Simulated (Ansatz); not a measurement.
Cubic perovskite LaAlO₃ (cubic high-temperature phase), treated with HSE06+SOC (plane waves, PAW; Ansatz, a quantum-chemistry and plane-wave program).

Numerical settings: plane-wave cutoff 460 eV, 6×6×6 k mesh, Fermi–Dirac smearing 0.01 eV, PAW data made under PBE.

The cell has the measured lattice: a = 3.810 Å, b = 3.810 Å, c = 3.810 Å, α = 90.00°, β = 90.00°, γ = 90.00°.

Task: Predict the band gap and smallest direct gap on the k points sampled.

Result: 
* **band gap**: 4.81 eV (on the SCF k mesh) (indirect)
* **smallest direct gap on the k points sampled**: 4.94 eV

Note: held by symmetry at 0 K, a high-temperature phase can be a saddle point; cell and atoms aren't relaxed at this level (pressure -5.3 GPa).

The computed numbers hold no vibrational or temperature effects.
